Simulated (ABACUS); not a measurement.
# MgO (Fm-3m) in ABACUS: a series of runs

One crystal, MgO, is run at these levels: PBEsol, revTPSS; tasks: single point, relaxation of cell and atoms.

Program: ABACUS 3.10.1. These are calculated values, not measurements. Logs are shortened: lines on timing, memory, paths and dates and some standing lists are left out, and cuts for length are marked.

**Experimental background.**

“Electronic structure of alkaline earth and post-transition metal oxides”, 2009, arxiv:0908.1581 quotes, for a bulk crystal of MgO: band gap 7.83 eV.

How close the calculation comes is told below.

### Step 1. The structure

It takes space group Fm-3m (No. 225, cubic). Conventional cell: a = 4.194 Å, b = 4.194 Å, c = 4.194 Å, α = 90.00°, β = 90.00°, γ = 90.00°. Mg (site symmetry m-3m) has 6 O at 2.10 Å as nearest neighbours. Around O (site symmetry m-3m) lie 6 Mg at 2.10 Å.

The cell is a database's computed one.

### Step 2. Single point, PBEsol

INPUT

```
INPUT_PARAMETERS
suffix              MgO
calculation         scf
basis_type          lcao
pseudo_dir          ./
orbital_dir         ./
symmetry            1
dft_functional      pbesol
ecutwfc             100
pseudo_rcut         10
nspin               1
nbands              18
ks_solver           genelpa
smearing_method     fd
smearing_sigma      0.00367493
scf_thr             1e-07
scf_nmax            100
mixing_type         broyden
mixing_beta         0.7
cal_force           1
cal_stress          1
out_mul             1
out_chg             1
```

STRU

```
ATOMIC_SPECIES
Mg 24.3050 Mg.upf
O 15.9990 O.upf

NUMERICAL_ORBITAL
Mg_confined-atom_8au_3s2p1d.orb
O_confined-atom_6au_2s2p1d.orb

LATTICE_CONSTANT
5.6041865537

LATTICE_VECTORS
0.0000000000 0.7071067812 0.7071067812
0.7071067812 0.0000000000 0.7071067812
0.7071067812 0.7071067812 0.0000000000

ATOMIC_POSITIONS
Cartesian

Mg
0.0
1
0.0000000000 0.0000000000 0.0000000000 1 1 1

O
0.0
1
0.7071067812 0.7071067812 0.7071067812 1 1 1
```

KPT

```
K_POINTS
0
Gamma
10 10 10 0 0 0
```

Potentials or basis: Ansatz NC PBE, DZP LCAO (the cutoffs set its grid).

Started as:

```bash
$ OMP_NUM_THREADS=1 mpirun -np 4 abacus > log
```

running log:

```text
[... set-up lines left out ...]
 LCAO ALGORITHM --------------- ION=   1  ELEC=   1--------------------------------

 Density error is 0.105192911362
----------------------------------------------------------
     Energy           Rydberg                 eV
----------------------------------------------------------
 E_KohnSham     -152.5850193966      -2076.0256932345
 E_Harris       -151.8860279248      -2066.5154263643
 E_Fermi        0.5959140751         8.1078269401
----------------------------------------------------------

 LCAO ALGORITHM --------------- ION=   1  ELEC=   2--------------------------------

 Density error is 0.0678442830489
----------------------------------------------------------
     Energy           Rydberg                 eV
----------------------------------------------------------
 E_KohnSham     -152.6917014926      -2077.4771776144
 E_Harris       -153.9959746324      -2095.2227240640
 E_Fermi        0.8340737920         11.3481561236
----------------------------------------------------------

 LCAO ALGORITHM --------------- ION=   1  ELEC=   3--------------------------------

 Density error is 0.0169070251283
----------------------------------------------------------
     Energy           Rydberg                 eV
----------------------------------------------------------
 E_KohnSham     -152.7200563742      -2077.8629655702
 E_Harris       -152.9055526192      -2080.3867714594
 E_Fermi        0.7797243349         10.6086938235
----------------------------------------------------------

 LCAO ALGORITHM --------------- ION=   1  ELEC=   4--------------------------------

 Density error is 0.00140098372702
----------------------------------------------------------
     Energy           Rydberg                 eV
----------------------------------------------------------
 E_KohnSham     -152.7204225416      -2077.8679475330
 E_Harris       -152.7127253684      -2077.7632221191
 E_Fermi        0.7683634206         10.4541206553
----------------------------------------------------------

 LCAO ALGORITHM --------------- ION=   1  ELEC=   5--------------------------------

 Density error is 0.000451434536779
----------------------------------------------------------
     Energy           Rydberg                 eV
----------------------------------------------------------
 E_KohnSham     -152.7204268501      -2077.8680061533
 E_Harris       -152.7228087038      -2077.9004129353
 E_Fermi        0.7690462990         10.4634116924
----------------------------------------------------------

 LCAO ALGORITHM --------------- ION=   1  ELEC=   6--------------------------------

 Density error is 5.55833417303e-05
----------------------------------------------------------
     Energy           Rydberg                 eV
----------------------------------------------------------
 E_KohnSham     -152.7204269993      -2077.8680081832
 E_Harris       -152.7203855695      -2077.8674445022
 E_Fermi        0.7688748970         10.4610796482
----------------------------------------------------------

 LCAO ALGORITHM --------------- ION=   1  ELEC=   7--------------------------------

 Density error is 1.14590647064e-06
----------------------------------------------------------
     Energy           Rydberg                 eV
----------------------------------------------------------
 E_KohnSham     -152.7204270023      -2077.8680082237
 E_Harris       -152.7204408144      -2077.8681961478
 E_Fermi        0.7688830596         10.4611907057
----------------------------------------------------------

 LCAO ALGORITHM --------------- ION=   1  ELEC=   8--------------------------------

 Density error is 1.01544468011e-07
----------------------------------------------------------
     Energy           Rydberg                 eV
----------------------------------------------------------
 E_KohnSham     -152.7204270023      -2077.8680082237
 E_Harris       -152.7204245910      -2077.8679754173
 E_Fermi        0.7688821531         10.4611783723
----------------------------------------------------------

 LCAO ALGORITHM --------------- ION=   1  ELEC=   9--------------------------------

 Density error is 1.39634639025e-08
----------------------------------------------------------
     Energy           Rydberg                 eV
----------------------------------------------------------
 E_KohnSham     -152.7204270023      -2077.8680082237
 E_KS(sigma->0) -152.7204270023      -2077.8680082237
 E_Harris       -152.7204272858      -2077.8680120811
 E_band         -21.3351488098       -290.2795914906
 E_one_elec     -73.7626554483       -1003.5924137082
 E_Hartree      41.3312315942        562.3402550386
 E_xc           -25.1142374600       -341.6967303814
 E_Ewald        -95.1747656881       -1294.9191191727
 E_entropy(-TS) 0.0000000000         0.0000000000
 E_descf        0.0000000000         0.0000000000
 E_exx          0.0000000000         0.0000000000
 E_Fermi        0.7688822914         10.4611802542
----------------------------------------------------------

 charge density convergence is achieved
 final etot is -2077.8680082 eV
 EFERMI = 10.461180254 eV

 STATE ENERGY(eV) AND OCCUPATIONS    NSPIN == 1
 1/47 kpoint (Cartesian) = 0.0000 0.0000 0.0000 (520 pws)
       1       -63.9198     0.00200000
       2       -30.6034     0.00200000
       3       -30.6034     0.00200000
       4       -30.6034     0.00200000
       5       -9.13101     0.00200000
       6        8.23846     0.00200000
[... 10 lines left out ...]
      17        33.0615        0.00000
      18        58.1054        0.00000

 2/47 kpoint (Cartesian) = 0.070711 0.070711 0.070711 (526 pws)
       1       -63.9189      0.0160000
       2       -30.6125      0.0160000
       3       -30.6043      0.0160000
       4       -30.6043      0.0160000
       5       -9.01614      0.0160000
       6        7.55871      0.0160000
[... 10 lines left out ...]
      17        35.6839        0.00000
      18        55.0058        0.00000

 3/47 kpoint (Cartesian) = 0.14142 0.14142 0.14142 (528 pws)
       1       -63.9165      0.0160000
       2       -30.6362      0.0160000
       3       -30.6067      0.0160000
       4       -30.6067      0.0160000
       5       -8.70202      0.0160000
       6        6.18187      0.0160000
[... 10 lines left out ...]
      17        39.3550        0.00000
      18        49.4082        0.00000

 4/47 kpoint (Cartesian) = 0.21213 0.21213 0.21213 (526 pws)
       1       -63.9136      0.0160000
       2       -30.6653      0.0160000
       3       -30.6096      0.0160000
       4       -30.6096      0.0160000
       5       -8.27755      0.0160000
       6        4.80138      0.0160000
[... 10 lines left out ...]
      17        42.6747        0.00000
      18        44.3578        0.00000

 5/47 kpoint (Cartesian) = 0.28284 0.28284 0.28284 (525 pws)
       1       -63.9112      0.0160000
       2       -30.6886      0.0160000
       3       -30.6121      0.0160000
       4       -30.6121      0.0160000
       5       -7.89460      0.0160000
       6        3.79530      0.0160000
[... 10 lines left out ...]
      17        43.8812        0.00000
      18        43.8812        0.00000

 6/47 kpoint (Cartesian) = 0.35355 0.35355 0.35355 (526 pws)
       1       -63.9103     0.00800000
       2       -30.6975     0.00800000
       3       -30.6130     0.00800000
       4       -30.6130     0.00800000
       5       -7.73679     0.00800000
       6        3.42273     0.00800000
[... 10 lines left out ...]
      17        43.1161        0.00000
      18        43.1161        0.00000

[... levels at 41 further k points ...]

 correction force for each atom along direction 1 is -6.03920e-14
 correction force for each atom along direction 2 is -9.60597e-15
 correction force for each atom along direction 3 is -4.14019e-14
------------------------------------------------------------------------------------------
 TOTAL-FORCE (eV/Angstrom)
------------------------------------------------------------------------------------------
                       Mg1         0.0000000000         0.0000000000         0.0000000000
                        O1         0.0000000000         0.0000000000         0.0000000000
------------------------------------------------------------------------------------------

----------------------------------------------------------------
 TOTAL-STRESS (KBAR)
----------------------------------------------------------------
        37.8510589257         0.0000000000         0.0000000000
         0.0000000000        37.8510589257         0.0000000000
         0.0000000000        -0.0000000000        37.8510589257
----------------------------------------------------------------
 TOTAL-PRESSURE: 37.851059 KBAR

 --------------------------------------------
 !FINAL_ETOT_IS -2077.8680082237019633 eV
 --------------------------------------------
```

Run time: 5.7 s. Hardware: 4 MPI ranks of Intel Xeon Platinum 8488C (Sapphire Rapids), shared host; peak memory 0.36 GiB.

What came out:

```yaml
Free_energy: -2077.8680 eV
Pressure: 3.8 GPa
Band_gap_on_the_k_mesh: 4.70 eV, direct
Mulliken_charges: Mg +1.07; O -1.07 e
```

Caveat: the atomic orbitals were generated for these runs and aren't a published set; Mulliken charges move with the basis; the potentials were made for another functional, which shifts forces and pressure; the basis of atomic orbitals isn't converged, which shifts pressures, moduli and gaps.

(Continued in part 2 of 2.)
